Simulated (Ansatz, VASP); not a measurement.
One calculation of Sb, two programs

File INCAR:

```
SYSTEM = Sb
PREC = Accurate ; ENCUT = 520
EDIFF = 1E-8 ; ISMEAR = -1
SIGMA = 0.03 ; LREAL = .FALSE.
LASPH = .TRUE. ; NELM = 60
ALGO = Normal ; ISIF = 2
LWAVE = .FALSE. ; LCHARG = .FALSE.
LEFG = .TRUE. ; NBANDS = 12
```

File KPOINTS:

```
regular mesh
0
G
  12 12 7
  0 0 0
```

The input POSCAR:

```
Sb
1.0
    3.3353101777      0.0000000000      0.0000000000
   -1.6676550889      2.8884633434      0.0000000000
    0.0000000000      0.0000000000      5.3300000000
Sb
2
Direct
    0.3333333333      0.6666666667      0.2500000000
    0.6666666667      0.3333333333      0.7500000000
```

Input for Ansatz:

```yaml
crystal:
  lattice:
    - [3.3353101777, 0.0, 0.0]
    - [-1.6676550889, 2.8884633434, 0.0]
    - [0.0, 0.0, 5.33]
  atoms:
    - { symbol: Sb, position: [0.3333333333, 0.6666666667, 0.25] }
    - { symbol: Sb, position: [0.6666666667, 0.3333333333, 0.75] }
kpoints:
  mp_grid: { grid: [12, 12, 7] }
scf:
  occupations: { method: fermi_dirac, width: 0.03 }
hamiltonian:
  xc: lda
  pseudopotentials: { kind: paw }
output:
  forces: true
  stress: true
  eigenvalues: true
  efg: { contact_densities: true }
```

Change from the starting cell: equal xx and yy strain of -1 %, PAW files.

Alike in both runs: task electric field gradients; functional LDA; k mesh 12 × 12 × 7; occupations fermi-dirac, width 0.03 eV; no spin polarisation.

|  | VASP | Ansatz |
| --- | --- | --- |
| version | VASP 6.6.1 | Ansatz 0.2.0 |
| potentials or method | VASP PAW LDA potentials, release 64 (Sb) | PAW with Ansatz's default frozen-core files, scalar-relativistic |
| plane-wave cutoff (eV) | 520 | 420 |
| valence electrons in the cell | 10 | 30 |

```tsv
	VASP	Ansatz	Ansatz less VASP
pressure (GPa)	0.2	0.0	-0.13
largest component of the traceless stress (GPa)	1.00	1.02	+0.019
Vzz of the field gradient on the site that differs most (V/Å²)	24.7	27.1	+2.38
```

The two sets of potentials don't hold the same shells in valence. Ansatz warned: «gradients_without_spin_orbit».

Spin-orbit coupling is left out, which matters for the levels of Sb.
